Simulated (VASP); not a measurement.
# Settings for ZnSe: NMR shieldings and orbital susceptibility

ZnSe, F-43m (no. 216), 2 atoms in the cell. PBE, GIPAW shieldings; PAW potentials Se_GW, Zn_GW (PBE set). VASP 6.6.1.

Wanted: isotropic shielding within 3 ppm; span within 6 ppm.

POSCAR:
```
ZnSe
1.0
    0.0000000000      2.8338000000      2.8338000000
    2.8338000000      0.0000000000      2.8338000000
    2.8338000000      2.8338000000      0.0000000000
Se Zn
1 1
Direct
    0.7500000000      0.7500000000      0.7500000000
    0.0000000000      0.0000000000      0.0000000000
```

The series start from ENCUT (eV): 350; k mesh: 9 × 9 × 9; EDIFF (eV): 1e-8; PREC: Accurate; Projectors: LREAL = F, NLSPLINE = T; LNMR_SYM_RED: yes; ALGO: Normal. Each series keeps the choices made before it, and each single choice may use up half of a tolerance.

## ENCUT (eV)

| ENCUT (eV) | Isotropic shielding, largest deviation (ppm) | Span, largest deviation (ppm) | Time (s) |
|---|---|---|---|
| 250 | 483.2 | 0.0 | 129 |
| 300 | 108.9 | 0.0 | 135 |
| 350 | 5.2 | 0.0 | 166 |
| 400 | 13.9 | 0.0 | 225 |
| 450 | 1.2 | 0.0 | 227 |
| 500 (reference) | 0.0 | 0.0 | 275 |

## k mesh

| k mesh | Isotropic shielding, largest deviation (ppm) | Span, largest deviation (ppm) | Time (s) |
|---|---|---|---|
| 2 × 2 × 2 | 44238.5 | 0.0 | 29 |
| 3 × 3 × 3 | 11393.0 | 0.0 | 31 |
| 4 × 4 × 4 | 4494.0 | 0.0 | 54 |
| 5 × 5 × 5 | 2126.2 | 0.0 | 67 |
| 6 × 6 × 6 | 1097.4 | 0.0 | 99 |
| 7 × 7 × 7 | 590.4 | 0.0 | 123 |
| 9 × 9 × 9 | 171.0 | 0.0 | 227 |
| 10 × 10 × 10 | 83.9 | 0.0 | 280 |
| 12 × 12 × 12 (reference) | 0.0 | 0.0 | 468 |

## EDIFF (eV)

| EDIFF (eV) | Isotropic shielding, largest deviation (ppm) | Span, largest deviation (ppm) | Time (s) |
|---|---|---|---|
| 0.0001 | 30.4 | 0.0 | 322 |
| 1e-5 | 11.8 | 0.0 | 346 |
| 1e-6 | 1.8 | 0.0 | 428 |
| 1e-7 | 0.4 | 0.0 | 494 |
| 1e-8 | 0.1 | 0.0 | 468 |
| 1e-9 (reference) | 0.0 | 0.0 | 544 |

## PREC

| PREC | Isotropic shielding, largest deviation (ppm) | Span, largest deviation (ppm) | Time (s) |
|---|---|---|---|
| Accurate | 0.0 | 0.0 | 494 |
| Normal | 0.0 | 0.0 | 326 |

## Projectors

| Projectors | Isotropic shielding, largest deviation (ppm) | Span, largest deviation (ppm) | Time (s) |
|---|---|---|---|
| LREAL = F, NLSPLINE = T | 0.0 | 0.0 | 326 |
| LREAL = Auto | 0.5 | 0.0 | 416 |
| LREAL = F, NLSPLINE = F | 0.0 | 0.0 | 275 |

## LNMR_SYM_RED

| LNMR_SYM_RED | Isotropic shielding, largest deviation (ppm) | Span, largest deviation (ppm) | Time (s) |
|---|---|---|---|
| yes | 0.0 | 0.0 | 326 |
| no | 0.0 | 0.0 | 271 |

## ALGO

| ALGO | Isotropic shielding, largest deviation (ppm) | Span, largest deviation (ppm) | Time (s) |
|---|---|---|---|
| Normal | 0.0 | 0.0 | 326 |
| Fast | 0.0 | 0.0 | 271 |
| All | 0.0 | 0.0 | 272 |

## Question

The rows run from the loosest to the tightest (no order: PREC, projectors, LNMR_SYM_RED, ALGO). For each series: choose the loosest value from which every tighter one stays within half of the tolerance; where there is no order, keep the first row unless others stay within half of the tolerance and take at least 30 % less time, and then take the fastest.

## Answer

- ENCUT (eV): 450
- k mesh: 12 × 12 × 12, the tightest run, since the next looser one is off by more than half of the tolerance (convergence isn't shown beyond it)
- EDIFF (eV): 1e-7
- PREC: Normal
- Projectors: LREAL = F, NLSPLINE = T
- LNMR_SYM_RED: yes
- ALGO: Normal

## All choices together

| Input | Isotropic shielding, largest deviation (ppm) | Span, largest deviation (ppm) | Time (s) |
|---|---|---|---|
| defaults but for LCHIMAG, on a 7 × 7 × 7 mesh (naive) | 300.9 | 0.0 | 28 |
| chosen settings | 1.3 | 0.0 | 326 |
| reference settings throughout | 0.0 | 0.0 | 614 |

The chosen settings stay within the tolerance of the reference run, but the reference itself isn't shown to be converged in: k mesh.

Values of the reference run: Isotropic shielding: 1770, 1272 ppm, absolute isotropic shielding with the core part, with the G = 0 term; Span: 0, 0 ppm.

## The input

INCAR:
```
  GGA = PE
  PREC = Normal
  ENCUT = 450
  EDIFF = 1E-7
  LREAL = False
  LASPH = True
  ALGO = Normal
  NELM = 120
  LWAVE = False
  LCHARG = False
  LCHIMAG = True
  LNMR_SYM_RED = True
  NLSPLINE = True
  ISMEAR = 0
  SIGMA = 0.01
  KPAR = 2
```

KPOINTS:
```
Automatic mesh
0
Gamma
  12 12 12
  0 0 0
```

Commands:
```
cat potpaw_PBE.64/Se_GW/POTCAR potpaw_PBE.64/Zn_GW/POTCAR > POTCAR
mpirun -np 2 vasp_std > vasp.out
```

Limits: The pGv and vGv forms of the susceptibility differ by more than 5 %, and the shieldings take over part of that uncertainty through the G = 0 term.

The chosen input took VASP 6.6.1 326 s on 2 cores (AMD EPYC 9R14 (Zen 4)), a shared host.

## An input that fails: step DQ far too long

It runs to its end, but against the unchanged starting input it is off by 396.8 ppm in the isotropic shielding, 0.0 ppm in the span.

Changes against the starting input:
```
+ DQ = 0.1
```
